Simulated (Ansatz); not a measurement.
## Trial structures of ZnO: starts and ends

Method: Ansatz 0.2.0, DFT PBE, scalar-relativistic, plane waves, PAW. All cells share a 420 eV cutoff and Γ-centred k meshes spaced at most about 0.3 Å⁻¹ (about 0.25 or finer for metals, 2π included). No spin polarisation in the final relaxations.

Each guess was relaxed in cell and atoms at zero pressure, within the symmetry of its start. These are static total energies at zero pressure. Coordination counts O atoms around Zn (those within 1.25 times the shortest such distance or 1.15 times the sum of covalent radii, 1.27 where that leaves under three).

| guess | made from | start group | V start (Å³/atom) | end group | V end (Å³/atom) | coordination at the end | gap on mesh (eV) | E over the lowest end (meV/atom) |
| --- | --- | --- | --- | --- | --- | --- | --- | --- |
| 1 | random cell | P6/mmm | 12.1 | ? | ? | ? | ? | ? |
| 2 | a Materials Project cell | P6_3/mmc | 16.7 | P6_3/mmc | 17.8 | Zn 3 | 0.92 | 218 |
| 3 | a measured cell (COD) | P6_3mc | 11.9 | P6_3mc (wurtzite) | 12.3 | Zn 4 | 0.74 | 0 |
| 4 | random cell | P4/nmm | 13.8 | P4/nmm | 13.1 | Zn 4 | 1.07 | 327 |
| 5 | random cell | I4/mmm | 13.4 | P4/mmm | 38.4 | Zn 2 | 1.85 | 695 |
| 6 | a Materials Project cell | P4_2/mnm | 12.4 | P4_2/mnm | 12.9 | Zn 4 | 0.76 | 23 |
| 7 | random cell | Pm-3m | 13.3 | Pm-3m | 11.5 | Zn 4 | 0 | 795 |

Guess 1 as it starts:

```
CELL_PARAMETERS angstrom
2.84905 0.00000 0.00000
-1.42453 2.46735 0.00000
0.00000 0.00000 3.44934
ATOMIC_POSITIONS crystal
Zn 0.00000 0.00000 0.00000
O 0.00000 0.00000 0.50000
```

Problem. Predict the end of this guess and its energy over the lowest end.

Solution. It ends in space group P6/mmm (No. 191), with a = 4.934 Å, c = 3.459 Å, 36.5 Å³/atom and a gap of 1.80 eV. It lies 0.70 eV/atom over the lowest end, above guess 4 and within the noise of guess 5. Counting O atoms around Zn, this end has Zn 2 and the lowest (guess 3) has Zn 4.

```xyz
2
Lattice="4.9341 0.0000 0.0000 -2.4670 4.2730 0.0000 0.0000 0.0000 3.4590" Properties=species:S:1:pos:R:3 pbc="T T T"
Zn    0.0000    0.0000    0.0000
O     0.0000    0.0000    1.7295
```

Energies over the elements count from the elements' standard structures at the same level (O₂ as a molecule), with no fitted energy shifts.

Problem. Is the lowest end bound against the elements?

Solution. Yes: its formation energy is −1.424 eV/atom. It lies below the elements, which doesn't yet make it stable against other compounds or structures.

The k mesh leaves some 4 meV/atom of noise in the energy of each metallic cell. Weakly bound directions are ill-defined at this level, which has no dispersion term (P6_3/mmc, P4/nmm, P6/mmm, P4/mmm), and this can change margins and order among such cells. Kohn–Sham gaps at this level usually fall short of measured ones. A magnetic state wasn't ruled out in cells without spin, among them P4/nmm. With atoms moved at random, P6_3mc came back. Other cells relaxed within their symmetry can be saddle points. Some types were kept out of the candidates beforehand, so the set may lack a known form.

Wurtzite comes out lowest, as known for ZnO, with another four-coordinate framework only 23 meV/atom above it. Zn²⁺ has a filled d shell and so no ligand-field preference; polar bonding through Zn 4s and 4p favours a tetrahedron of oxygen. The three-coordinate cell and the two-coordinate chains lose bonds and Madelung energy, which their shorter, stronger contacts don't repay. Coordination number alone doesn't set the order, however: guesses 4 and 7 also have four neighbours yet lie far higher, probably because their symmetry forces unfavourable angles at Zn or O. The near-equal energies of guesses 1 and 5 suggest the same Zn–O chain in two packings, not two distinct bonding types.

The formation energy of −1.424 eV/atom is weaker than experiment, probably largely because PBE overbinds the O₂ reference. The small wurtzite gap partly reflects Zn 3d states placed too shallow, whose repulsion with O 2p raises the valence-band top. Nothing here locates the pressure-driven transition to rock salt.
